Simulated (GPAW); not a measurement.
# BaTiO3 (R3m) in GPAW: relaxation of cell and atoms with r2SCAN+D3(BJ)

Aim: the relaxation of cell and atoms of BaTiO3 with r2SCAN+D3(BJ).

Program: GPAW 26.7.0. These are calculated values, not measurements. Logs are shortened: lines on timing, memory, paths and dates and some standing lists are left out, and cuts for length are marked. The log counts tension as positive stress, the text compression.

## Step 1: Starting point

It takes space group R3m (No. 160, trigonal). The conventional cell has a = 5.655 Å, b = 5.655 Å, c = 6.955 Å, α = 90.00°, β = 90.00°, γ = 120.00°. Ba (site symmetry 3m) has 12 O at 2.79 to 2.89 Å as nearest neighbours. Around Ti (site symmetry 3m) lie 6 O at 1.87 to 2.14 Å. O (site symmetry m) has 2 Ti at 1.87 to 2.14 Å as nearest neighbours.

## Step 2: Relaxation of cell and atoms, r2SCAN+D3(BJ)

run.py reads:

```python
from ase import Atoms
from ase.calculators.mixing import SumCalculator
from ase.filters import FrechetCellFilter
from ase.io import write
from ase.optimize import BFGS
from dftd3.ase import DFTD3
from gpaw import GPAW, PW

atoms = Atoms(['Ba', 'Ti', 'O', 'O', 'O'],
              cell=[[2.8273666084, 1.6323808724, 2.3183934932],
                    [-2.8273666084, 1.6323808724, 2.3183934932],
                    [0.0, -3.2647617449, 2.3183934932]],
              scaled_positions=[[0.0, 0.0, 0.0],
                                [0.4845, 0.4845, 0.4845],
                                [0.5086, 0.0175, 0.5086],
                                [0.0175, 0.5086, 0.5086],
                                [0.5086, 0.5086, 0.0175]],
              pbc=True)

calc = GPAW(mode=PW(800),
            xc='MGGA_X_R2SCAN+MGGA_C_R2SCAN',
            kpts={'size': (4, 4, 4), 'gamma': True},
            occupations={'name': 'fermi-dirac', 'width': 0.05},
            nbands=36,
            convergence={'density': 1e-05, 'energy': 1e-05},
            maxiter=150,
            txt='gpaw.txt')
atoms.calc = SumCalculator([calc, DFTD3(method='r2scan', damping='d3bj')])
opt = BFGS(FrechetCellFilter(atoms), trajectory='relax.traj', logfile='-')
done = opt.run(fmax=0.02, steps=60)
calc.write('gs.gpw')
write('result.traj', atoms)
print('Converged:', done)
print('Cell:', atoms.cell.cellpar().round(4))
print('Volume:', round(atoms.get_volume(), 4))
print(atoms.get_scaled_positions().round(5))
```

Potentials or basis: GPAW PAW data sets (gpaw-data 1.2.1), pw.

On the command line:

```bash
$ OMP_NUM_THREADS=1 python run.py
```

gpaw.txt:

```text
__  _  _
 | _ |_)|_||  |
 |__||  | ||/\| - 26.7.0

Input parameters:
  mode=PW(ecut=800.0),
  convergence={'density': 1e-05, 'energy': 1e-05},
  kpts=MonkhorstPack(size=(4, 4, 4), gamma=True),
  maxiter=150,
  nbands=36,
  occupations=Occupations(name='fermi-dirac', width=0.05),
  xc=XC(name='MGGA_X_R2SCAN+MGGA_C_R2SCAN')

Diagonalizing LCAO Hamiltonian
Converting LCAO to pw mode

           Ti
       O      O

           Ba

Atoms  # Å, Bohr magnetons
|   | symbol |         x |         y |        z |    initial magnetic moments |
|---|--------|-----------|-----------|----------|-----------------------------|
| 0 |     Ba |  0.000000 |  0.000000 | 0.000000 | ( 0.0000,  0.0000,  0.0000) |
| 1 |     Ti | -0.000000 | -0.000000 | 3.369785 | ( 0.0000,  0.0000,  0.0000) |
| 2 |      O |  1.388520 | -0.801662 | 2.398842 | ( 0.0000,  0.0000,  0.0000) |
| 3 |      O | -1.388520 | -0.801662 | 2.398842 | ( 0.0000,  0.0000,  0.0000) |
| 4 |      O |  0.000000 |  1.603324 | 2.398842 | ( 0.0000,  0.0000,  0.0000) |

Unit cell  # Å
| periodic |         x |         y |        z |  lengths |    angles |
|----------|-----------|-----------|----------|----------|-----------|
|      yes |  2.827367 |  1.632381 | 2.318393 | 4.004200 | 89.837000 |
|      yes | -2.827367 |  1.632381 | 2.318393 | 4.004200 | 89.837000 |
|      yes |  0.000000 | -3.264762 | 2.318393 | 4.004200 | 89.837000 |

Number of symmetries: 6
Symmetry operations  # r_c * U_cc + t_c -> r_c
|   | kind |            matrix            |
|---|------|------------------------------|
| 0 |  E   |  1, 0, 0,  0, 1, 0,  0, 0, 1 |
| 1 |  σ   |  1, 0, 0,  0, 0, 1,  0, 1, 0 |
| 2 |  σ   |  0, 1, 0,  1, 0, 0,  0, 0, 1 |
| 3 |  C3  |  0, 1, 0,  0, 0, 1,  1, 0, 0 |
| 4 |  C3  |  0, 0, 1,  1, 0, 0,  0, 1, 0 |
| 5 |  σ   |  0, 0, 1,  0, 1, 0,  1, 0, 0 |

BZ-sampling:
  Number of BZ points: 64
  Number of IBZ points: 13

  Monkhorst-Pack size: [4, 4, 4]
  Monkhorst-Pack shift: [0.125, 0.125, 0.125]

K-points  # in reciprocal-cell coordinates
|     |                                coordinates |     weight |
|-----|--------------------------------------------|------------|
|   0 | (  0.00000000,   0.00000000,   0.00000000) | 0.01562500 |
|   1 | (  0.25000000,   0.00000000,  -0.25000000) | 0.09375000 |
|   2 | (  0.25000000,   0.00000000,   0.00000000) | 0.09375000 |
|   3 | (  0.25000000,   0.25000000,  -0.25000000) | 0.09375000 |
|   4 | (  0.25000000,   0.25000000,   0.00000000) | 0.09375000 |
|   5 | (  0.25000000,   0.25000000,   0.25000000) | 0.03125000 |
|   6 | (  0.50000000,   0.00000000,   0.00000000) | 0.04687500 |
|   7 | (  0.50000000,   0.25000000,  -0.25000000) | 0.09375000 |
|   8 | (  0.50000000,   0.25000000,   0.00000000) | 0.18750000 |
|   9 | (  0.50000000,   0.25000000,   0.25000000) | 0.09375000 |
| ... |                                            |            |
|  12 | (  0.50000000,   0.50000000,   0.50000000) | 0.01562500 |

Plane wave coefficients: 3328
Cutoff: 800.0 eV

Spin-components: 1 (collinear spins)
Bands:           36
Projectors:      27
Spin-degeneracy: 2
Datatype:        complex128

Parallelization:
  kpt:    1
  domain: 1
  band:   1

Density:
  Valence electrons: 40.0
  Components: 1
  Grid points: [27 27 27]
  Charge: 0.0  # |e|

Potential:
  Grid points: [27 27 27]

species:
  Ba:
    name:    Barium
    Z:       56.0
    valence: 10
    core:    46
    charge:  0.0  # [|e|]
    compensation charges:
      type: gauss
      rc: 0.37  # [Å]
      lmax: 2
    cutoffs:
      filter: 2.06  # [Å]
      core: 2.33  # [Å]
    projectors
    | kind |    occ | energy [eV] | rcut [Å] |
    |------|--------|-------------|----------|
    |   5s |  2.000 |     -33.644 |    1.164 |
    |   6s |  2.000 |      -3.229 |    1.164 |
    |   5p |  6.000 |     -18.744 |    1.164 |
    |    p |        |       0.000 |    1.164 |
    |    d |        |       0.000 |    1.164 |
    |    d |        |      27.211 |    1.164 |

    Using partial waves for Ba as LCAO basis

  Ti:
    name:    Titanium
    Z:       22.0
    valence: 12
    core:    10
    charge:  0.0  # [|e|]
    compensation charges:
      type: gauss
      rc: 0.38  # [Å]
      lmax: 2
    cutoffs:
      filter: 2.23  # [Å]
      core: 1.02  # [Å]
    projectors
    | kind |    occ | energy [eV] | rcut [Å] |
    |------|--------|-------------|----------|
    |   3s |  2.000 |     -62.623 |    1.270 |
    |   4s |  2.000 |      -4.466 |    1.270 |
    |   3p |  6.000 |     -38.862 |    1.058 |
    |   4p |  0.000 |      -1.466 |    1.058 |
    |   3d |  2.000 |      -4.258 |    1.058 |
    |    d |        |      22.953 |    1.058 |

    Using partial waves for Ti as LCAO basis

  O:
    name:    Oxygen
    Z:       8.0
    valence: 6
    core:    2
    charge:  0.0  # [|e|]
    compensation charges:
      type: gauss
      rc: 0.21  # [Å]
      lmax: 2
    cutoffs:
      filter: 1.17  # [Å]
      core: 0.83  # [Å]
    projectors
    | kind |    occ | energy [eV] | rcut [Å] |
    |------|--------|-------------|----------|
    |   2s |  2.000 |     -23.961 |    0.688 |
    |   2p |  4.000 |      -9.029 |    0.598 |
    |    s |        |       3.251 |    0.688 |
    |    p |        |      18.182 |    0.598 |
    |    d |        |       0.000 |    0.619 |

    Using partial waves for O as LCAO basis

Reference energy: -250624.413696  # eV

eigensolver:
  PPCG
  Converge bands: occupied
  niter=2

density mixing:
  MSR1-Mixer
  Pratt-step length: 0.05
  Maximum mixing coefficient: 0.75
  Old densities: 10
  SVD Regularization: 0.005
  Good broyden scale: 1.0
  Trust region scale: 1.0
  Backstep threshold: 4.0
  History deletion threshold: 6.0
  Fourier metric: weight=20.0, sigma=0.015
[... 1904 lines left out ...]
density mixing:
  MSR1-Mixer
  Pratt-step length: 0.05
  Maximum mixing coefficient: 0.75
  Old densities: 10
  SVD Regularization: 0.005
  Good broyden scale: 1.0
  Trust region scale: 1.0
  Backstep threshold: 4.0
  History deletion threshold: 6.0
  Fourier metric: weight=20.0, sigma=0.015

occupation numbers:
  Fermi-Dirac:
    width: 0.0500  # eV

poisson solver:
  ecut: 6400.0  # eV

xc functional:
  name: MGGA_X_R2SCAN+MGGA_C_R2SCAN with 2 nearest neighbor stencil

convergence criteria:
- Maximum integral of absolute [dens]ity change: 1e-05 electrons / valence electron
- Maximum [total energy] change in last 3 cyles: 1e-05 eV / valence electron
- Maximum integral of absolute [eigenst]ate change: 4e-08 eV^2 / valence electron
maximum number of iterations: 150

SCF iterations
|iter     | |      energy | eigst |  dens |
|---------|-|-------------|-------|-------|
|iter:   1| |  -82.245331 | -0.98 |       |
|iter:   2| |  -64.040211 | -1.51 | -1.78 |
|iter:   3| |  -64.040841 | -3.76 | -2.63 |
|iter:   4| |  -64.039666 | -4.48 | -2.65 |
|iter:   5| |  -64.039659 | -5.95 | -3.15 |
|iter:   6| |  -64.039665c| -5.37 | -3.15 |
|iter:   7| |  -64.039672c| -6.83 | -3.47 |
|iter:   8| |  -64.039688c| -6.83 | -3.64 |
|iter:   9| |  -64.039688c| -8.32c| -3.84 |
|iter:  10| |  -64.039687c| -8.18c| -3.90 |
|iter:  11| |  -64.039687c| -8.10c| -3.97 |
|iter:  12| |  -64.039685c| -6.95 | -4.01 |
|iter:  13| |  -64.039685c| -8.04c| -4.59 |
|iter:  14| |  -64.039685c| -8.20c| -5.12c|

Converged in 14 steps
Energy contributions relative to reference atoms: (reference = -250624.413696)

Energy contributions:
  Kinetic:          30.225684
  Coulomb:         -31.564127
  Zero:             -0.096343
  External:          0.000000
  Xc:              -62.604898
  Entropy:          -0.000000
  Spinorbit:         0.000000
  ----------------------------
  Free energy:     -64.039685
  Extrapolated:    -64.039685

dipole moment: (-0.000000, 0.000000, 24.791153)  # |e|*Ang

Fermi level: 8.192
Eigenvalues  # (at kpt = [0.000, 0.000, 0.000])
| band index |      eig [eV] | occ [0-2] |
|------------|---------------|-----------|
|          0 |       -51.361 |     2.000 |
|        ... |               |           |
|         12 |         4.899 |     2.000 |
|         13 |         4.904 |     2.000 |
|         14 |         5.832 |     2.000 |
|         15 |         5.832 |     2.000 |
|         16 |         6.081 |     2.000 |
|         17 |         6.634 |     2.000 |
[... 8 lines left out ...]
|         26 |        12.815 |     0.000 |
|         27 |        15.391 |     0.000 |
|        ... |               |           |
|         35 |        27.430 |     0.000 |

Gap: 2.797 eV
Transition (v -> c):
  (s=0, k=12, n=19, [0.50, 0.50, 0.50]) -> (s=0, k=0, n=20, [0.00, 0.00, 0.00])
Direct/indirect transitions are different
Direct gap: 3.217 eV
Transition at: (s=0, k=0, n=19, [0.00, 0.00, 0.00])

Stress tensor  # eV/Ang^3
|         x |         y |         z |
|-----------|-----------|-----------|
| -0.010068 |  0.000000 |  0.000000 |
|  0.000000 | -0.010068 | -0.000000 |
| -0.000000 | -0.000000 | -0.010732 |

Forces  # eV/Ang
|        x |        y |        z |
|----------|----------|----------|
|  0.00000 | -0.00000 |  0.01059 |  # Ba   0
|  0.00000 |  0.00000 | -0.01162 |  # Ti   1
|  0.01020 | -0.00589 |  0.00168 |  # O    2
| -0.01020 | -0.00589 |  0.00168 |  # O    3
|  0.00000 |  0.01178 |  0.00168 |  # O    4

# Writing to gs.gpw (mode='')
```

It took 16 min on 1 thread of Arm Neoverse V1, shared host; peak memory 1.4 GiB.

What came out:

```
Free energy                            : -64.6653 eV
Relaxed volume                         : 12.98 Å³/atom
Relaxed cell                           : a = 4.018 Å, b = 4.018 Å, c = 4.018 Å, α = 89.84°, β = 89.84°, γ = 89.84°
Space group after relaxing (to 0.05 Å) : R3m (No. 160)
Energy gained by relaxing              : 1.2 meV/atom
Ionic steps                            : 8
Pressure after relaxing                : 0.1 GPa
Largest force after relaxing           : 0.012 eV/Å
Band gap on the k mesh                 : 2.80 eV, indirect (least direct gap 3.22 eV)
Dispersion energy per atom             : -0.125 eV
```

Forces on the atoms (eV/Å):
```
Ba   0.000  0.000  0.011
Ti   0.000  0.000 -0.012
O    0.010 -0.006  0.002
O   -0.010 -0.006  0.002
O    0.000  0.012  0.002
```

The path:
```
step  energy change (eV)  largest force (eV/Å)  pressure (GPa)  volume (Å³)
   1              0.0000                0.1286            1.80        64.20
   2             -0.0017                0.1097            1.46        64.28
   3             -0.0044                0.0444            0.35        64.57
   4             -0.0047                0.0483            0.24        64.61
   5             -0.0056                0.0628           -0.08        64.81
   6             -0.0060                0.0452           -0.07        64.88
   7             -0.0060                0.0223            0.02        64.89
   8             -0.0061                0.0120            0.05        64.88
```

Final structure:
```
Ba Ti O
1.0
     2.83734    1.63814    2.32653
    -2.83734    1.63814    2.32653
     0.00000   -3.27628    2.32653
Ba Ti O
1 1 3
Direct
  0.99736 0.99736 0.99736
  0.48445 0.48445 0.48445
  0.50966 0.01821 0.50966
  0.01821 0.50966 0.50966
  0.50966 0.50966 0.01821
```

Caveat: the k mesh is coarse; later steps reuse the first step's grids; the PAW data sets were made with another functional, which shifts forces and pressure a little; spin-orbit coupling is left out, which moves the levels of the heavy elements.
